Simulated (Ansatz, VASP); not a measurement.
## BAs: VASP beside Ansatz

```
As B
1.0
     0.00000    2.41993    2.41993
     2.41993    0.00000    2.41993
     2.41993    2.41993    0.00000
As B
1 1
Direct
  0.75000 0.75000 0.75000
  0.00000 0.00000 0.00000
```

Change from the starting cell: volume scaled by 1.04.

Alike in both runs: task single point; functional PBE; k mesh 10 × 10 × 10; occupations fermi-dirac, width 0.05 eV; no spin polarisation.

|  | VASP | Ansatz |
| --- | --- | --- |
| version | VASP 6.6.1 | Ansatz 0.2.0 |
| potentials or method | VASP PAW PBE potentials, release 64 (As, B), cutoff 520 eV | all-electron LAPW, scalar-relativistic |

```tsv
	VASP	Ansatz	Ansatz less VASP
gap on the k mesh at the Fermi level (eV)	1.22	1.23	+0.010
least direct gap on the mesh (eV)	3.23	3.24	+0.007
pressure (GPa)	-1.9	-2.4	-0.57
```

Ansatz ran all-electron here, so the differences hold the error of VASP's frozen core and of both bases.

A k mesh can miss the band edges.
